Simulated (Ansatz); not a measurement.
The elements of this relaxed trial crystal are hidden behind letters.

```
lattice vectors (Å)
   3.1182    0.0000    0.0000
  -1.5591    2.7004    0.0000
   0.0000    0.0000   15.1984
fractional positions
X 0.0000 0.0000 0.1876
X 0.0000 0.0000 0.6876
X 0.3333 0.6667 0.5205
X 0.6667 0.3333 0.0205
X 0.3333 0.6667 0.8534
X 0.6667 0.3333 0.3534
Z 0.0000 0.0000 0.3128
Z 0.0000 0.0000 0.8128
Z 0.3333 0.6667 0.9793
Z 0.6667 0.3333 0.4793
Z 0.3333 0.6667 0.6464
Z 0.6667 0.3333 0.1464
```

Theory: DFT PBE, scalar-relativistic, plane waves, PAW (Ansatz). Cutoff 420 eV, Γ-centred 12×12×2 mesh (12-atom cell), Gaussian smearing of 0.02 eV, no spin polarisation.

```
Space group                                 : P6_3mc (No. 186)
Conventional cell                           : a = 3.118 Å, c = 15.198 Å
Volume per atom                             : 10.66 Å³
Density                                     : 3.19 g/cm³
Energy over the elements                    : −1.354 eV/atom
Gap on the 12×12×2 mesh of the 12-atom cell : 3.80 eV
```

Energies are uncorrected and count from the elements' standard states at the same level.

Task: X is a p-block element of period 3 and Z is a p-block element of period 2. Which elements are they?

Result: X = Al, Z = N, so the formula is AlN. Density times volume gives a mean mass of 3.19 × 10.66/1.6605 = 20.5 u per atom, and this set has 20.5 u. Among the elements that the hints allow, noble gases aside, only these give it. Al on its first site has 4 N at 1.90–1.91 Å; around Al on its second site lie 4 N at 1.91 Å; N on its first site is surrounded by 4 Al at 1.90 Å; 3 more sites not described.

Kohn–Sham gaps at this level usually fall short of measured ones. A later test with randomly moved atoms came back to the same energy, though modes that don't fit the test's cell weren't probed.
